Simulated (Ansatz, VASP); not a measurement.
# Two plane-wave programs on SiC

```xyz
2
Lattice="0.0000 2.2072 2.2072 2.2072 0.0000 2.2072 2.2072 2.2072 0.0000" Properties=species:S:1:pos:R:3 pbc="T T T"
Si    0.0000    0.0000    0.0000
C     3.3108    3.3108    3.3108
```

Alike in both runs: task single point; functional PBE; k mesh 12 × 12 × 12; occupations gaussian, width 0.05 eV; no spin polarisation.

```csv
,VASP,Ansatz
version,VASP 6.6.1,Ansatz 0.2.0
potentials or method,"VASP PAW PBE potentials, release 64 (Si, C)","scalar-relativistic, plane waves, PAW"
plane-wave cutoff (eV),520,520
valence electrons in the cell,8,8
```

```tsv
	VASP	Ansatz	Ansatz less VASP
gap on the k mesh at the Fermi level (eV)	1.39	1.39	+0.002
least direct gap on the mesh (eV)	4.50	4.50	+0.003
pressure (GPa)	-4.8	-4.8	+0.03
```

A k mesh can miss the band edges.
